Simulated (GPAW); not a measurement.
# Pt (Fm-3m) in GPAW: reference runs

How does Pt come out in PBE? The cell is run as given and disturbed.

Everything below comes from runs of GPAW 26.7.0. Logs are shortened: lines on timing, memory, paths and dates and some standing lists are left out, and cuts for length are marked. The log counts tension as positive stress, the text compression.

**1. Starting point**

The structure is cubic, space group Fm-3m (No. 225). Conventional cell: a = 3.922 Å, b = 3.922 Å, c = 3.922 Å, α = 90.00°, β = 90.00°, γ = 90.00°. Pt (site symmetry m-3m) has 12 Pt at 2.77 Å as nearest neighbours.

**2. Single point, PBE**

run.py

```python
from ase import Atoms
from ase.dft.bandgap import bandgap
from ase.io import write
from ase.units import GPa
from gpaw import GPAW, PW

atoms = Atoms(['Pt'],
              cell=[[0.0, 1.9609, 1.9609],
                    [1.9609, 0.0, 1.9609],
                    [1.9609, 1.9609, 0.0]],
              scaled_positions=[[0.0, 0.0, 0.0]],
              pbc=True)

calc = GPAW(mode=PW(600),
            xc='PBE',
            kpts={'size': (12, 12, 12), 'gamma': True},
            occupations={'name': 'fermi-dirac', 'width': 0.05},
            nbands=17,
            convergence={'density': 1e-05, 'energy': 1e-05},
            maxiter=150,
            txt='gpaw.txt')
atoms.calc = calc
energy = atoms.get_potential_energy()
forces = atoms.get_forces()
stress = atoms.get_stress()
calc.write('gs.gpw')
write('result.traj', atoms)
print(f'Energy: {energy:.6f} eV')
print('Forces (eV/A):')
print(forces.round(4))
print('Stress (GPa):', (stress / GPa).round(3))
print('Fermi level:', round(calc.get_fermi_level(), 4), 'eV')
print(f'Gap: {bandgap(calc)[0]:.4f} eV, direct: {bandgap(calc, direct=True)[0]:.4f} eV')
```

Potentials or basis: GPAW PAW data sets (gpaw-data 1.2.1), pw.

The run is started by

```bash
$ OMP_NUM_THREADS=1 python run.py
```

gpaw.txt:

```text
__  _  _
 | _ |_)|_||  |
 |__||  | ||/\| - 26.7.0

Input parameters:
  mode=PW(ecut=600.0),
  convergence={'density': 1e-05, 'energy': 1e-05},
  kpts=MonkhorstPack(size=(12, 12, 12), gamma=True),
  maxiter=150,
  nbands=17,
  occupations=Occupations(name='fermi-dirac', width=0.05),
  xc=XC(name='PBE')

Diagonalizing LCAO Hamiltonian
Converting LCAO to pw mode

       Pt

Atoms  # Å, Bohr magnetons
|   | symbol |        x |        y |        z |    initial magnetic moments |
|---|--------|----------|----------|----------|-----------------------------|
| 0 |     Pt | 0.000000 | 0.000000 | 0.000000 | ( 0.0000,  0.0000,  0.0000) |

Unit cell  # Å
| periodic |        x |        y |        z |  lengths |    angles |
|----------|----------|----------|----------|----------|-----------|
|      yes | 0.000000 | 1.960900 | 1.960900 | 2.773131 | 60.000000 |
|      yes | 1.960900 | 0.000000 | 1.960900 | 2.773131 | 60.000000 |
|      yes | 1.960900 | 1.960900 | 0.000000 | 2.773131 | 60.000000 |

Number of symmetries: 48
Symmetry operations  # r_c * U_cc + t_c -> r_c
|    | kind |            matrix            |
|----|------|------------------------------|
|  0 |  σ   |  1, 0, 0,  1, 0,-1,  1,-1, 0 |
|  1 |  C2  |  1, 0, 0,  1,-1, 0,  1, 0,-1 |
|  2 |  E   |  1, 0, 0,  0, 1, 0,  0, 0, 1 |
|  3 |  σ   |  1, 0, 0,  0, 0, 1,  0, 1, 0 |
|  4 |  C4  |  1, 0,-1,  1, 0, 0,  1,-1, 0 |
|  5 |  S6  |  1, 0,-1,  1,-1, 0,  1, 0, 0 |
|  6 |  σ   |  1, 0,-1,  0, 1,-1,  0, 0,-1 |
|  7 |  C3  |  1, 0,-1,  0, 0,-1,  0, 1,-1 |
|  8 |  S6  |  1,-1, 0,  1, 0, 0,  1, 0,-1 |
|  9 |  C4  |  1,-1, 0,  1, 0,-1,  1, 0, 0 |
| 10 |  C3  |  1,-1, 0,  0,-1, 1,  0,-1, 0 |
| 11 |  σ   |  1,-1, 0,  0,-1, 0,  0,-1, 1 |
| 12 |  σ   |  0, 1, 0,  1, 0, 0,  0, 0, 1 |
| 13 |  C4  |  0, 1, 0,  0, 1,-1, -1, 1, 0 |
| 14 |  C3  |  0, 1, 0,  0, 0, 1,  1, 0, 0 |
| 15 |  S6  |  0, 1, 0, -1, 1, 0,  0, 1,-1 |
| 16 |  C2  |  0, 1,-1,  1, 0,-1,  0, 0,-1 |
| 17 |  σ   |  0, 1,-1,  0, 1, 0, -1, 1, 0 |
| 18 |  S4  |  0, 1,-1,  0, 0,-1,  1, 0,-1 |
| 19 |  C4  |  0, 1,-1, -1, 1, 0,  0, 1, 0 |
| 20 |  C3  |  0, 0, 1,  1, 0, 0,  0, 1, 0 |
| 21 |  σ   |  0, 0, 1,  0, 1, 0,  1, 0, 0 |
| 22 |  S6  |  0, 0, 1,  0,-1, 1, -1, 0, 1 |
| 23 |  C4  |  0, 0, 1, -1, 0, 1,  0,-1, 1 |
| 24 |  S4  |  0, 0,-1,  1, 0,-1,  0, 1,-1 |
| 25 |  C3  |  0, 0,-1,  0, 1,-1,  1, 0,-1 |
| 26 |  C2  |  0, 0,-1,  0,-1, 0, -1, 0, 0 |
| 27 |  S6  |  0, 0,-1, -1, 0, 0,  0,-1, 0 |
| 28 |  S4  |  0,-1, 1,  1,-1, 0,  0,-1, 0 |
| 29 |  C4  |  0,-1, 1,  0, 0, 1, -1, 0, 1 |
| 30 |  C2  |  0,-1, 1,  0,-1, 0,  1,-1, 0 |
| 31 |  σ   |  0,-1, 1, -1, 0, 1,  0, 0, 1 |
| 32 |  C3  |  0,-1, 0,  1,-1, 0,  0,-1, 1 |
| 33 |  S6  |  0,-1, 0,  0, 0,-1, -1, 0, 0 |
| 34 |  S4  |  0,-1, 0,  0,-1, 1,  1,-1, 0 |
| 35 |  C2  |  0,-1, 0, -1, 0, 0,  0, 0,-1 |
| 36 |  C2  | -1, 1, 0,  0, 1, 0,  0, 1,-1 |
| 37 |  S6  | -1, 1, 0,  0, 1,-1,  0, 1, 0 |
| 38 |  S4  | -1, 1, 0, -1, 0, 1, -1, 0, 0 |
| 39 |  C3  | -1, 1, 0, -1, 0, 0, -1, 0, 1 |
| 40 |  S6  | -1, 0, 1,  0, 0, 1,  0,-1, 1 |
| 41 |  C2  | -1, 0, 1,  0,-1, 1,  0, 0, 1 |
| 42 |  C3  | -1, 0, 1, -1, 1, 0, -1, 0, 0 |
| 43 |  S4  | -1, 0, 1, -1, 0, 0, -1, 1, 0 |
| 44 |  C2  | -1, 0, 0,  0, 0,-1,  0,-1, 0 |
| 45 |  i   | -1, 0, 0,  0,-1, 0,  0, 0,-1 |
| 46 |  σ   | -1, 0, 0, -1, 1, 0, -1, 0, 1 |
| 47 |  C2  | -1, 0, 0, -1, 0, 1, -1, 1, 0 |

BZ-sampling:
  Number of BZ points: 1728
  Number of IBZ points: 72

  Monkhorst-Pack size: [12, 12, 12]
  Monkhorst-Pack shift: [0.041666666666666664, 0.041666666666666664, 0.041666666666666664]

K-points  # in reciprocal-cell coordinates
|     |                                coordinates |     weight |
|-----|--------------------------------------------|------------|
|   0 | ( -0.00000000,  -0.00000000,  -0.00000000) | 0.00057870 |
|   1 | (  0.08333333,   0.08333333,  -0.00000000) | 0.00347222 |
|   2 | (  0.08333333,   0.08333333,   0.08333333) | 0.00462963 |
|   3 | (  0.16666667,   0.08333333,   0.08333333) | 0.00694444 |
|   4 | (  0.16666667,   0.16666667,  -0.00000000) | 0.00347222 |
|   5 | (  0.16666667,   0.16666667,   0.08333333) | 0.01388889 |
|   6 | (  0.16666667,   0.16666667,   0.16666667) | 0.00462963 |
|   7 | (  0.25000000,   0.16666667,   0.08333333) | 0.01388889 |
|   8 | (  0.25000000,   0.16666667,   0.16666667) | 0.01388889 |
|   9 | (  0.25000000,   0.25000000,  -0.00000000) | 0.00347222 |
| ... |                                            |            |
|  71 | (  0.50000000,   0.50000000,   0.50000000) | 0.00231481 |

Plane wave coefficients: 531
Cutoff: 600.0 eV

Spin-components: 1 (collinear spins)
Bands:           17
Projectors:      6
Spin-degeneracy: 2
Datatype:        complex128

Density:
  Valence electrons: 16.0
  Components: 1
  Grid points: [16 16 16]
  Charge: 0.0  # |e|

Potential:
  Grid points: [16 16 16]

species:
  Pt:
    name:    Platinum
    Z:       78.0
    valence: 16
    core:    62
    charge:  0.0  # [|e|]
    compensation charges:
      type: gauss
      rc: 0.41  # [Å]
      lmax: 2
    cutoffs:
      filter: 2.26  # [Å]
      core: 2.26  # [Å]
    projectors
    | kind |    occ | energy [eV] | rcut [Å] |
    |------|--------|-------------|----------|
    |   6s |  1.000 |      -5.628 |    1.307 |
    |   5p |  6.000 |     -56.051 |    1.371 |
    |   6p |  0.000 |      -0.845 |    1.371 |
    |   5d |  9.000 |      -6.153 |    1.307 |
    |    s |        |      21.583 |    1.307 |
    |    d |        |      21.058 |    1.307 |

    Using partial waves for Pt as LCAO basis

Reference energy: -500375.362767  # eV

eigensolver:
  PPCG
  Converge bands: occupied
  niter=2

density mixing:
  MSR1-Mixer
  Pratt-step length: 0.05
  Maximum mixing coefficient: 0.75
  Old densities: 10
  SVD Regularization: 0.005
  Good broyden scale: 1.0
  Trust region scale: 1.0
  Backstep threshold: 4.0
  History deletion threshold: 6.0
  Fourier metric: weight=20.0, sigma=0.015

occupation numbers:
  Fermi-Dirac:
    width: 0.0500  # eV

poisson solver:
  ecut: 4800.0  # eV

xc functional:
  name: PBE with 2 nearest neighbor stencil

convergence criteria:
- Maximum integral of absolute [dens]ity change: 1e-05 electrons / valence electron
- Maximum [total energy] change in last 3 cyles: 1e-05 eV / valence electron
- Maximum integral of absolute [eigenst]ate change: 4e-08 eV^2 / valence electron
maximum number of iterations: 150

SCF iterations
|iter     | |      energy | eigst |  dens |
|---------|-|-------------|-------|-------|
|iter:   1| |   -6.850553 | +0.07 |       |
|iter:   2| |   -6.763642 | -2.95 | -1.20 |
|iter:   3| |   -6.428955 | -2.30 | -1.25 |
|iter:   4| |   -6.427523 | -3.80 | -2.28 |
|iter:   5| |   -6.427740 | -3.48 | -2.52 |
|iter:   6| |   -6.427741 | -5.98 | -3.57 |
|iter:   7| |   -6.427741c| -6.31 | -3.77 |
|iter:   8| |   -6.427741c| -7.49c| -4.94 |
|iter:   9| |   -6.427741c| -7.99c| -5.48c|

Converged in 9 steps
Energy contributions relative to reference atoms: (reference = -500375.362767)

Energy contributions:
  Kinetic:          -3.681826
  Coulomb:           2.166417
  Zero:             -0.546962
  External:          0.000000
  Xc:               -4.357685
  Entropy:          -0.015369
  Spinorbit:         0.000000
  ----------------------------
  Free energy:      -6.435425
  Extrapolated:     -6.427741

dipole moment: (-13.389516, -13.389516, -13.389516)  # |e|*Ang

Fermi level: 12.148
Eigenvalues  # (at kpt = [-0.000, -0.000, -0.000])
| band index |      eig [eV] | occ [0-2] |
|------------|---------------|-----------|
|          0 |       -40.428 |     2.000 |
|          1 |       -40.428 |     2.000 |
|          2 |       -40.428 |     2.000 |
|          3 |         2.026 |     2.000 |
|          4 |         8.375 |     2.000 |
|          5 |         8.375 |     2.000 |
[... 9 lines left out ...]
|         15 |        43.950 |     0.000 |
|         16 |        43.950 |     0.000 |

No gap
No difference between direct/indirect transitions

Forces  # eV/Ang
|        x |        y |        z |
|----------|----------|----------|
| -0.00000 | -0.00000 | -0.00000 |  # Pt   0

Stress tensor  # eV/Ang^3
|         x |         y |         z |
|-----------|-----------|-----------|
| -0.061047 |  0.000000 |  0.000000 |
|  0.000000 | -0.061047 |  0.000000 |
|  0.000000 |  0.000000 | -0.061047 |

# Writing to gs.gpw (mode='')
```

Wall time 11 s (1 thread of Arm Neoverse V1, shared host); peak memory 0.14 GiB.

Results:

```
Free energy            : -6.4354 eV
Pressure               : 9.8 GPa
Band gap on the k mesh : none (metal or under the smearing width)
```

**3. Single point, PBE (cell strained at random at fixed volume)**

Changes to run.py since step 2:

```diff
@@ -7,6 +7,6 @@
 atoms = Atoms(['Pt'],
-              cell=[[0.0, 1.9609, 1.9609],
-                    [1.9609, 0.0, 1.9609],
-                    [1.9609, 1.9609, 0.0]],
-              scaled_positions=[[0.0, 0.0, 0.0]],
+              cell=[[-0.013303, 1.935753, 1.94453],
+                    [1.971038, 0.003035, 1.928193],
+                    [2.000885, 1.949262, -0.026811]],
+              scaled_positions=[[-0.013262, 0.019954, 0.00694]],
               pbc=True)
```

Potentials or basis: GPAW PAW data sets (gpaw-data 1.2.1), pw.

The run is started by

```bash
$ OMP_NUM_THREADS=1 python run.py
```

gpaw.txt:

```text
__  _  _
 | _ |_)|_||  |
 |__||  | ||/\| - 26.7.0

Input parameters:
  mode=PW(ecut=600.0),
  convergence={'density': 1e-05, 'energy': 1e-05},
  kpts=MonkhorstPack(size=(12, 12, 12), gamma=True),
  maxiter=150,
  nbands=17,
  occupations=Occupations(name='fermi-dirac', width=0.05),
  xc=XC(name='PBE')

Diagonalizing LCAO Hamiltonian
Converting LCAO to pw mode

       Pt

Atoms  # Å, Bohr magnetons
|   | symbol |        x |         y |        z |    initial magnetic moments |
|---|--------|----------|-----------|----------|-----------------------------|
| 0 |     Pt | 0.053393 | -0.012084 | 0.012501 | ( 0.0000,  0.0000,  0.0000) |

Unit cell  # Å
| periodic |         x |        y |         z |  lengths |    angles |
|----------|-----------|----------|-----------|----------|-----------|
|      yes | -0.013303 | 1.935753 |  1.944530 | 2.743814 | 59.598378 |
|      yes |  1.971038 | 0.003035 |  1.928193 | 2.757341 | 61.183672 |
|      yes |  2.000885 | 1.949262 | -0.026811 | 2.793543 | 60.468764 |

Number of symmetries: 1
Symmetry operations  # r_c * U_cc + t_c -> r_c
|   | kind |            matrix            |
|---|------|------------------------------|
| 0 |  E   |  1, 0, 0,  0, 1, 0,  0, 0, 1 |

BZ-sampling:
  Number of BZ points: 1728
  Number of IBZ points: 868

  Monkhorst-Pack size: [12, 12, 12]
  Monkhorst-Pack shift: [0.041666666666666664, 0.041666666666666664, 0.041666666666666664]

K-points  # in reciprocal-cell coordinates
[... 72 lines left out ...]
  Good broyden scale: 1.0
  Trust region scale: 1.0
  Backstep threshold: 4.0
  History deletion threshold: 6.0
  Fourier metric: weight=20.0, sigma=0.015

occupation numbers:
  Fermi-Dirac:
    width: 0.0500  # eV

poisson solver:
  ecut: 4800.0  # eV

xc functional:
  name: PBE with 2 nearest neighbor stencil

convergence criteria:
- Maximum integral of absolute [dens]ity change: 1e-05 electrons / valence electron
- Maximum [total energy] change in last 3 cyles: 1e-05 eV / valence electron
- Maximum integral of absolute [eigenst]ate change: 4e-08 eV^2 / valence electron
maximum number of iterations: 150

SCF iterations
|iter     | |      energy | eigst |  dens |
|---------|-|-------------|-------|-------|
|iter:   1| |   -6.847788 | +0.08 |       |
|iter:   2| |   -6.760891 | -2.95 | -1.20 |
|iter:   3| |   -6.426492 | -2.30 | -1.25 |
|iter:   4| |   -6.424937 | -3.81 | -2.27 |
|iter:   5| |   -6.425097 | -3.47 | -2.52 |
|iter:   6| |   -6.425104 | -5.93 | -3.58 |
|iter:   7| |   -6.425105c| -6.38 | -3.77 |
|iter:   8| |   -6.425105c| -7.75c| -4.52 |
|iter:   9| |   -6.425105c| -7.98c| -5.18c|

Converged in 9 steps
Energy contributions relative to reference atoms: (reference = -500375.362767)

Energy contributions:
  Kinetic:          -3.649484
  Coulomb:           2.138629
  Zero:             -0.546915
  External:          0.000000
  Xc:               -4.360163
  Entropy:          -0.014345
  Spinorbit:         0.000000
  ----------------------------
  Free energy:      -6.432278
  Extrapolated:     -6.425105

dipole moment: (-13.192657, -0.149804, 0.242130)  # |e|*Ang

Fermi level: 12.142
Eigenvalues  # (at kpt = [-0.000, -0.000, -0.000])
| band index |      eig [eV] | occ [0-2] |
|------------|---------------|-----------|
|          0 |       -40.443 |     2.000 |
|          1 |       -40.433 |     2.000 |
|          2 |       -40.413 |     2.000 |
|          3 |         2.027 |     2.000 |
|          4 |         8.127 |     2.000 |
|          5 |         8.483 |     2.000 |
[... 9 lines left out ...]
|         15 |        43.771 |     0.000 |
|         16 |        44.516 |     0.000 |

No gap
No difference between direct/indirect transitions

Forces  # eV/Ang
|        x |        y |       z |
|----------|----------|---------|
| -0.00000 | -0.00002 | 0.00001 |  # Pt   0

Stress tensor  # eV/Ang^3
|         x |         y |         z |
|-----------|-----------|-----------|
| -0.055332 |  0.003997 | -0.009216 |
|  0.003997 | -0.064795 | -0.003909 |
| -0.009216 | -0.003909 | -0.065245 |

# Writing to gs.gpw (mode='')
```

It took 2 min on 1 thread of Arm Neoverse V1, shared host; peak memory 0.32 GiB.

What came out:

```
Free energy            : -6.4323 eV
Pressure               : 9.9 GPa
Band gap on the k mesh : none (metal or under the smearing width)
```

Levels at points of the mesh, in eV from the Fermi level:
```
           k point  band 5  band 6  band 7  band 8  band 9  band 10  band 11  band 12
(0.00, 0.00, 0.00)   -4.02   -3.66   -3.64   -1.80   -1.47    15.09    19.54    20.45
(0.00, 0.00, 0.50)   -3.91   -3.72   -0.58   -0.12    0.09     5.69    14.69    19.64
(0.00, 0.50, 0.00)   -4.11   -3.59   -0.33    0.03    0.08     6.11    14.42    18.96
(0.00, 0.50, 0.50)   -6.57   -0.01    0.46    0.49    1.54     8.61    11.78    11.98
(0.50, 0.00, 0.00)   -3.97   -3.69   -0.47   -0.13    0.15     5.89    14.59    19.38
(0.50, 0.00, 0.50)   -6.56   -0.02    0.38    0.60    2.04     9.28    10.98    11.82
(0.50, 0.50, 0.00)   -6.56   -0.05    0.37    0.61    1.95     9.17    11.30    11.67
(0.50, 0.50, 0.50)   -4.06   -3.63   -0.35   -0.05    0.14     6.07    14.46    19.05
```
